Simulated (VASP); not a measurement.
Here is a VASP 6.6.1 calculation.

The input run.py:

```python
from ase.calculators.vasp import Vasp
from ase.dft.bandgap import bandgap
from ase.io import read

atoms = read('Sn.cif')
atoms.set_initial_magnetic_moments([[0.354, 0.354, 0.0]])
calc = Vasp(
    directory='calc',
    xc='beef-vdw',
    pp='PBE',
    setups='minimal',
    prec='Accurate',
    encut=500,
    ediff=1e-06,
    ismear=1,
    sigma=0.01,
    lreal=False,
    lasph=True,
    nelm=80,
    algo='Normal',
    isif=2,
    lwave=False,
    lcharg=True,
    lnoncollinear=True,
    lorbit=11,
    lsorbit=True,
    gga_compat=False,
    lorbmom=True,
    nelmdl=-12,
    kpts=[7, 7, 7],
    gamma=True,
)
atoms.calc = calc

print('energy (eV):', atoms.get_potential_energy())
print('free energy (eV):', atoms.get_potential_energy(force_consistent=True))
efermi = calc.get_fermi_level()
print('Fermi level (eV):', efermi)
path = atoms.cell.bandpath(npoints=40, eps=1e-4)
print('path:', path.path)
calc.set(kpts=path.kpts, reciprocal=True, icharg=11, isym=0, lcharg=False)
calc.calculate(atoms)
print('gap on the path (eV):', bandgap(calc, efermi=efermi)[0])
print('direct gap on the path (eV):', bandgap(calc, efermi=efermi, direct=True)[0])
```

File Sn.cif:

```cif
data_Sn
_cell_length_a 3.32481755
_cell_length_b 3.32481755
_cell_length_c 3.32481755
_cell_angle_alpha 109.47122063
_cell_angle_beta 109.47122063
_cell_angle_gamma 109.47122063
_space_group_name_H-M_alt 'P1'
_space_group_name_Hall 'P 1'
_space_group_IT_number 1
loop_
_space_group_symop_operation_xyz
'x,y,z'
loop_
_atom_site_label
_atom_site_type_symbol
_atom_site_symmetry_multiplicity
_atom_site_Wyckoff_symbol
_atom_site_fract_x
_atom_site_fract_y
_atom_site_fract_z
_atom_site_occupancy
Sn1 Sn 1 a 0.0000000000 0.0000000000 0.0000000000 1
```

Potentials or basis: VASP PAW PBE potentials, release 64 (Sn).

Launch:

```bash
$ python run.py
```

Q: Estimate the net moment.

A: 0.05 μB per cell.

Moments on the atoms (μB; x, y, z):
```
Sn  -0.03 -0.03  0.00
```

Caveat: the log is that of the step along the path at fixed density, whose energy, stress, charges and moments have no meaning.
